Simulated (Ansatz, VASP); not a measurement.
# One calculation of AlPt, two programs

File INCAR:

```
SYSTEM = AlPt
PREC     = Accurate       ! precision mode
ENCUT    = 520            ! plane-wave cutoff, eV
EDIFF    = 1E-7           ! SCF threshold, eV
ISMEAR   = -1             ! smearing method
SIGMA    = 0.05           ! smearing width, eV
LREAL    = .FALSE.        ! projectors in reciprocal space
LASPH    = .TRUE.         ! aspherical terms in the spheres
NELM     = 100            ! most SCF steps
ALGO     = Normal         ! electronic algorithm
ISIF     = 2              ! what is computed and relaxed
LWAVE    = .FALSE.        ! write WAVECAR
LCHARG   = .FALSE.        ! write CHGCAR
NBANDS   = 14             ! bands
```

Contents of KPOINTS:

```
regular mesh
0
G
  12 12 12
  0 0 0
```

POSCAR

```
AlPt
1.0
    2.8088559501      0.0000000000      0.0000000000
    0.0000000000      2.8088559501      0.0000000000
    0.0000000000      0.0000000000      2.8088559501
Al Pt
1 1
Direct
    0.0000000000      0.0000000000      0.0000000000
    0.5000000000      0.5000000000      0.5000000000
```

Input for Ansatz:

```yaml
crystal:
  lattice:
    - [2.8088559501, 0.0, 0.0]
    - [0.0, 2.8088559501, 0.0]
    - [0.0, 0.0, 2.8088559501]
  atoms:
    - { symbol: Al, position: [0.0, 0.0, 0.0] }
    - { symbol: Pt, position: [0.5, 0.5, 0.5] }
kpoints:
  mp_grid: { grid: [12, 12, 12] }
  band_path:
    path:
      - [0.0, 0.0, 0.0]
      - [0.0, 0.5, 0.0]
      - [0.5, 0.5, 0.0]
      - [0.0, 0.0, 0.0]
      - [0.5, 0.5, 0.5]
      - [0.0, 0.5, 0.0]
      - [0.5, 0.5, 0.5]
      - [0.5, 0.5, 0.0]
    npoints: 6
scf:
  occupations: { method: fermi_dirac, width: 0.05 }
hamiltonian:
  xc: lda
  pseudopotentials: { kind: all_electron, lapw: { basis_error: 0.001 } }
output:
  forces: true
  stress: true
  eigenvalues: true
  populations: true
```

Change from the starting cell: volume scaled by 0.75, LAPW.

Alike in both runs: task single point; functional LDA; k mesh 12 × 12 × 12; occupations fermi-dirac, width 0.05 eV; no spin polarisation.

|  | VASP | Ansatz |
| --- | --- | --- |
| version | VASP 6.6.1 | Ansatz 0.2.0 |
| potentials or method | VASP PAW LDA potentials, release 64 (Al, Pt) | all-electron LAPW, scalar-relativistic |
| plane-wave cutoff (eV) | 520 | see its input |

|  | VASP | Ansatz | Ansatz less VASP |
| --- | --- | --- | --- |
| pressure (GPa) | 88.8 | 86.3 | -2.46 |

Ansatz ran all-electron here, so the differences hold the error of VASP's frozen core and of both bases.

Caveats: the cell as given lies far from equilibrium; so large a pressure means that the cell lies far from this level's equilibrium, or that cutoff or potentials fall short (VASP). Spin-orbit coupling is left out, which matters for the levels of Pt.
